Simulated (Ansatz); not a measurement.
Write the native input for Ansatz 0.2.0 that does the following.

- Task: single point
- Functional: RPBE
- Potentials or basis: all-electron LAPW, scalar-relativistic
- Cutoff: 207 eV (chosen from the basis error)
- Basis error allowed: 0.001 eV/atom
- k mesh: 9 × 9 × 9
- Occupations: gaussian, width 0.1 eV
- Spin: no spin polarisation

Sn:

```xyz
2
Lattice="-2.9401 2.9401 1.5993 2.9401 -2.9401 1.5993 2.9401 2.9401 -1.5993" Properties=species:S:1:pos:R:3 pbc="T T T"
Sn    0.0000    0.0000    0.0000
Sn    0.0000    2.9401    0.7997
```

One way to write it, as run:

input.yaml

```yaml
crystal:
  lattice:
    - [-2.9401404553, 2.9401404553, 1.5993019889]
    - [2.9401404553, -2.9401404553, 1.5993019889]
    - [2.9401404553, 2.9401404553, -1.5993019889]
  atoms:
    - { symbol: Sn, position: [0.0, 0.0, 0.0] }
    - { symbol: Sn, position: [0.75, 0.25, 0.5] }
kpoints:
  mp_grid: { grid: [9, 9, 9] }
scf:
  occupations: { method: gaussian, width: 0.1 }
hamiltonian:
  xc: rpbe
  pseudopotentials: { kind: all_electron, lapw: { basis_error: 0.001 } }
output:
  forces: true
  stress: true
  eigenvalues: true
```

Potentials or basis: all-electron LAPW, scalar-relativistic.

The run is started by

```sh
$ ansatz run input.yaml --threads 1 --pin off --max-ram 3072MiB --backend cpu --events-out ev --progress --plain --runs-dir out
```

It gave:

| Item | Value |
| --- | --- |
| Pressure | 2.9 GPa |
| Band gap on the k mesh | none (metal or under the smearing width) |

Run time: 18 s on 1 thread of Intel(R) Xeon(R) Processor @ 2.70GHz (shared host), peak memory 0.38 GiB.
